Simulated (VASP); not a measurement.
# Al2Cu (I4/mcm) in VASP: elastic constants with PBE

Aim: the elastic constants of Al2Cu with PBE.

Everything below comes from runs of VASP 6.6.1. Logs are shortened: lines on timing, memory, paths and dates and some standing lists are left out, and cuts for length are marked.

### 1 Starting point

It takes space group I4/mcm (No. 140, tetragonal). The conventional cell has a = 6.057 Å, b = 6.057 Å, c = 4.885 Å, α = 90.00°, β = 90.00°, γ = 90.00°. Al (site symmetry m2m) is surrounded by 4 Cu at 2.59 Å and 3 Al at 2.72 to 2.90 Å. Around Cu (site symmetry 422) lie 2 Cu at 2.44 Å and 8 Al at 2.59 Å.

The cell was built by a generator and needn't be a form met in nature.

### 2 Elastic constants, PBE

Contents of POSCAR:

```
Al2Cu
1.0
   -3.0285314228      3.0285314228      2.4424528114
    3.0285314228     -3.0285314228      2.4424528114
    3.0285314228      3.0285314228     -2.4424528114
  Al              Cu
     4     2
Direct
     0.6585518021488524    0.1585518021488523    0.8171036042977119
     0.1585518021488523    0.3414481978511476    0.5000000000000000
     0.3414481978511476    0.8414481978511476    0.1828963957022882
     0.8414481978511476    0.6585518021488524    0.5000000000000000
     0.2500000000000000    0.2500000000000000    0.0000000000000000
     0.7500000000000000    0.7500000000000000    0.0000000000000000
```

Contents of INCAR.step1:

```
SYSTEM = Al2Cu
PREC = Accurate ; ENCUT = 600
EDIFF = 1E-8 ; ISMEAR = 1
SIGMA = 0.2 ; LREAL = .False.
LASPH = .True. ; NELM = 80
ALGO = Normal ; ISIF = 3
LWAVE = .False. ; LCHARG = .False.
GGA = PE ; KPAR = 16
IBRION = 2 ; NSW = 40
EDIFFG = -0.002
```

Contents of INCAR.step2:

```
SYSTEM = Al2Cu
PREC = Accurate ; ENCUT = 600
EDIFF = 1E-8 ; ISMEAR = 1
SIGMA = 0.2 ; LREAL = .False.
LASPH = .True. ; NELM = 80
ALGO = Normal ; ISIF = 3
LWAVE = .False. ; LCHARG = .False.
GGA = PE ; KPAR = 16
IBRION = 6 ; NFREE = 2
POTIM = 0.015 ; NSW = 1
```

Contents of KPOINTS:

```
Automatic mesh
0
Gamma
  10 10 10
  0 0 0
```

Potentials or basis: VASP PAW PBE potentials, release 64 (Al, Cu).

The run is started by

```bash
> cat potpaw_PBE.64/Al/POTCAR potpaw_PBE.64/Cu/POTCAR > POTCAR
> cp INCAR.step1 INCAR
> mpirun -np 16 vasp_std > vasp.out
> cp CONTCAR POSCAR
> cp INCAR.step2 INCAR
> mpirun -np 16 vasp_std > vasp.out
```

OUTCAR:

```text
SYSTEM = Al2Cu
   PREC = Accurate
   ENCUT = 600
   EDIFF = 1E-8
   ISMEAR = 1
   LREAL = .False.
   LASPH = .True.
   NELM = 80
   ISIF = 3
   GGA = PE
   IBRION = 6
   NFREE = 2
   POTIM = 0.015
   NSW = 1

 ion  position               nearest neighbor table
   1  0.659  0.159  0.817-   5 2.59   6 2.59   5 2.59   6 2.59   3 2.72   3 2.90   3 2.90   2 3.11
                             4 3.11   4 3.11   2 3.11   2 3.22   4 3.22   4 3.22   2 3.22
   2  0.159  0.341  0.500-   6 2.59   5 2.59   5 2.59   6 2.59   4 2.72   4 2.90   4 2.90   1 3.11
                             3 3.11   1 3.11   3 3.11   1 3.22   3 3.22   3 3.22   1 3.22
   3  0.341  0.841  0.183-   5 2.59   6 2.59   5 2.59   6 2.59   1 2.72   1 2.90   1 2.90   4 3.11
                             2 3.11   2 3.11   4 3.11   4 3.22   2 3.22   4 3.22   2 3.22
   4  0.841  0.659  0.500-   5 2.59   6 2.59   6 2.59   5 2.59   2 2.72   2 2.90   2 2.90   1 3.11
                             3 3.11   1 3.11   3 3.11   1 3.22   3 3.22   1 3.22   3 3.22
   5  0.250  0.250  0.000-   6 2.44   6 2.44   1 2.59   3 2.59   1 2.59   3 2.59   2 2.59   4 2.59
                             4 2.59   2 2.59
   6  0.750  0.750  0.000-   5 2.44   5 2.44   1 2.59   3 2.59   1 2.59   3 2.59   4 2.59   4 2.59
                             2 2.59   2 2.59

  LATTYP: Found a body centered tetragonal cell.
 ALAT       =     6.0576843583
 C/A-ratio  =     0.8062156704

  Lattice vectors:

 A1 = (  -3.0288421791,   3.0288421791,   2.4419000278)
 A2 = (   3.0288421791,  -3.0288421791,   2.4419000278)
 A3 = (   3.0288421791,   3.0288421791,  -2.4419000278)

Analysis of symmetry for initial positions (statically):
=====================================================================
 Subroutine PRICEL returns:
 Original cell was already a primitive cell.

 Routine SETGRP: Setting up the symmetry group for a
 body centered tetragonal supercell.

 Subroutine GETGRP returns: Found 16 space group operations
 (whereof  8 operations were pure point group operations)
 out of a pool of 16 trial point group operations.

The static configuration has the point symmetry C_4h.
 The point group associated with its full space group is D_4h.

Analysis of symmetry for dynamics (positions and initial velocities):
=====================================================================
 Subroutine PRICEL returns:
 Original cell was already a primitive cell.

 Routine SETGRP: Setting up the symmetry group for a
 body centered tetragonal supercell.

 Subroutine GETGRP returns: Found 16 space group operations
 (whereof  8 operations were pure point group operations)
 out of a pool of 16 trial point group operations.

The dynamic configuration has the point symmetry C_4h.
 The point group associated with its full space group is D_4h.

 Subroutine INISYM returns: Found 16 space group operations
 (whereof  8 operations are pure point group operations),
 and found     1 'primitive' translations

----------------------------------------------------------------------------------------

                                     Primitive cell

  volume of cell :      89.6068

  direct lattice vectors                    reciprocal lattice vectors
    -3.028842179  3.028842179  2.441900028     0.000000000  0.165079582  0.204758587
     3.028842179 -3.028842179  2.441900028     0.165079582  0.000000000  0.204758587
     3.028842179  3.028842179 -2.441900028     0.165079582  0.165079582  0.000000000

  length of vectors
     4.930582687  4.930582687  4.930582687     0.263015869  0.263015869  0.233457783

[... 145 lines left out ...]
  -------------------------------------------------------------------------------------
  Total       -0.1137749     -0.1137749     -0.1027957      0.0000000      0.0000000      0.0000000
  in kB       -2.0343036     -2.0343036     -1.8379957      0.0000000      0.0000000      0.0000000
  external PRESSURE =      -1.9688676 kB  Pullay stress =       0.0000000 kB
[... 101 lines left out ...]
  FREE ENERGIE OF THE ION-ELECTRON SYSTEM (eV)
  ---------------------------------------------------
  free  energy   TOTEN  =       -23.3728109766 eV

  energy  without entropy=      -23.3732271861  energy(sigma->0) =      -23.37294971

[... ionic steps 4 to 18 ...]

--------------------------------------- Ionic step       19  -------------------------------------------

 number of electron      33.9999983 magnetization

------------------------ aborting loop because EDIFF is reached ----------------------------------------
[... 75 lines left out ...]
--------------------------------------- Ionic step       21  -------------------------------------------

 number of electron      33.9999984 magnetization

 Free energy of the ion-electron system (eV)
  ---------------------------------------------------
  ext. energy  EPLUGINS =         0.00000000
  ---------------------------------------------------
  free energy    TOTEN  =       -23.38365299 eV

  energy without entropy =      -23.38399785  energy(sigma->0) =      -23.38376794

 E-fermi :   7.9254     XC(G=0): -10.8478

 val. band max:        7.9196230280   @ k =  -0.1000   0.3000   0.1000
 cond. band min:       7.9512637825   @ k =   0.3000   0.2000   0.2000
 fundamental gap:      0.0316407545
 Fermi energy:         7.9253688523

 k-point     1 :       0.0000    0.0000    0.0000
  band No.  band energies     occupation
      1      -2.7811      2.00000
      2       2.6596      2.00000
      3       2.8661      2.00000
      4       2.8661      2.00000
      5       2.9016      2.00000
      6       3.7750      2.00000
[... 565 lines left out ...]
     20      10.5581     -0.00000
     21      11.2910     -0.00000

 [... further k-points ...]

------------------------ aborting loop because EDIFF is reached ----------------------------------------

  FORCE on cell =-STRESS in cart. coord.  units (eV):
  Direction    XX          YY          ZZ          XY          YZ          ZX
  --------------------------------------------------------------------------------------
  -------------------------------------------------------------------------------------
  Total        0.0059436      0.0059436      0.0161117      0.0000000      0.0000000      0.0000000
  in kB        0.1062728      0.1062728      0.2880787      0.0000000      0.0000000      0.0000000
  external PRESSURE =       0.1668748 kB  Pullay stress =       0.0000000 kB
[... 21 lines left out ...]
  FREE ENERGIE OF THE ION-ELECTRON SYSTEM (eV)
  ---------------------------------------------------
  free  energy   TOTEN  =       -23.3836529863 eV

  energy  without entropy=      -23.3839978453  energy(sigma->0) =      -23.38376794

 INTERNAL STRAIN TENSORS FROM STRAINED CELLS
 ============================================

 INTERNAL STRAIN TENSOR FOR ION    1 for displacements in x,y,z  (eV/Angst):
          X           Y           Z          XY          YZ          ZX
  --------------------------------------------------------------------------------
  x     1.93626    -2.96748     2.18035    -2.41016    -0.00002     0.00000
  y    -2.96774     1.93643     2.18035    -2.41154    -0.00002     0.00001
  z    -0.00000     0.00000     0.00000    -0.00000     2.71092     2.71304

 INTERNAL STRAIN TENSORS FROM DISPLACED ATOMS
 ============================================

 INTERNAL STRAIN TENSOR FOR ION    1 for displacements in x,y,z  (eV/Angst):
          X           Y           Z          XY          YZ          ZX
  --------------------------------------------------------------------------------
  x     1.85768    -3.02961     2.07397    -2.41762     0.00000     0.00000
  y    -3.02961     1.85768     2.07397    -2.41762     0.00000     0.00000
  z     0.00000     0.00000    -0.00000     0.00000     2.70603     2.70603

 INTERNAL STRAIN TENSOR FOR ION    6 for displacements in x,y,z  (eV/Angst):
          X           Y           Z          XY          YZ          ZX
  --------------------------------------------------------------------------------
  x     0.00000     0.00000     0.00000     0.00000     0.29039     0.00000
  y     0.00000     0.00000    -0.00000     0.00000     0.00000    -0.29039
  z     0.00000     0.00000     0.00000    -0.00000     0.00000     0.00000

 Eigenvectors and eigenvalues of the dynamical matrix
 ----------------------------------------------------

   1 f  =    9.335102 THz    58.654176 2PiTHz  311.385485 cm-1    38.606862 meV
             X         Y         Z           dx          dy          dz
      0.960701  3.989543 -0.000000     0.216527   -0.216527   -0.000000
      2.068141  0.960701  0.000000     0.216527    0.216527   -0.000000
      2.068141 -0.960701  2.441900    -0.216527    0.216527   -0.000000
      0.960701  2.068141  2.441900    -0.216527   -0.216527   -0.000000
      0.000000  0.000000  1.220950    -0.000000    0.000000    0.558985
      0.000000  0.000000  3.662850    -0.000000    0.000000   -0.558985
[... 145 lines left out ...]
  18 f/i=    0.014957 THz     0.093977 2PiTHz    0.498907 cm-1     0.061857 meV
             X         Y         Z           dx          dy          dz
      0.960701  3.989543 -0.000000     0.000000    0.000000   -0.337829
      2.068141  0.960701  0.000000     0.000000    0.000000   -0.337829
      2.068141 -0.960701  2.441900     0.000000    0.000000   -0.337829
      0.960701  2.068141  2.441900     0.000000    0.000000   -0.337829
      0.000000  0.000000  1.220950     0.000000    0.000000   -0.521290
      0.000000  0.000000  3.662850     0.000000    0.000000   -0.521290

--------------------------------------------------------------------------------------------------------

 ELASTIC MODULI CONTR FROM IONIC RELAXATION (kBar)
 Direction    XX          YY          ZZ          XY          YZ          ZX
 --------------------------------------------------------------------------------
 XX        -156.1902    143.1809     23.0227     -0.0000     -0.0000     -0.0000
 YY         143.1809   -156.1902     23.0227      0.0000      0.0000      0.0000
 ZZ          23.0227     23.0227    -81.4869      0.0000      0.0000      0.0000
 XY          -0.0000      0.0000      0.0000   -117.1573     -0.0000      0.0000
 YZ          -0.0000      0.0000      0.0000     -0.0000   -117.1007      0.0000
 ZX          -0.0000      0.0000      0.0000      0.0000      0.0000   -117.1008
 --------------------------------------------------------------------------------

 TOTAL ELASTIC MODULI (kBar)
 Direction    XX          YY          ZZ          XY          YZ          ZX
 --------------------------------------------------------------------------------
 XX        1733.0978    647.5770    595.7688     -0.0000     -0.0000     -0.0000
 YY         647.5770   1733.0978    595.7688      0.0000      0.0000      0.0000
 ZZ         595.7688    595.7688   1754.6027      0.0000      0.0000      0.0000
 XY          -0.0000      0.0000      0.0000    606.7386     -0.0000      0.0000
 YZ          -0.0000      0.0000      0.0000     -0.0000    316.2937      0.0000
 ZX          -0.0000      0.0000      0.0000      0.0000      0.0000    316.2937
 --------------------------------------------------------------------------------
```

It took 9.4 min on 16 MPI ranks of Intel Xeon Platinum 8559C (Emerald Rapids), shared host; peak memory 1.1 GiB.

What came out:

```
Voigt bulk modulus                                      : 99 GPa
Highest phonon frequency at Γ, LO-TO splitting left out : 311 cm⁻¹
```

Phonon frequencies in cm⁻¹ (negative: imaginary):
| q point | frequencies |
| --- | --- |
| (0.000, 0.000, 0.000) | 0 0 0 136 136 142 142 177 184 208 240 244 244 268 276 286 286 311 |

Elastic tensor in Voigt notation (GPa, in the Cartesian axes of the cell as first typed):
```
173  65  60   0   0   0
 65 173  60   0   0   0
 60  60 175   0   0   0
  0   0   0  32   0   0
  0   0   0   0  32   0
  0   0   0   0   0  61
```

Clamped-ion elastic tensor (GPa):
```
189  50  57   0   0   0
 50 189  57   0   0   0
 57  57 184   0   0   0
  0   0   0  43   0   0
  0   0   0   0  43   0
  0   0   0   0   0  72
```
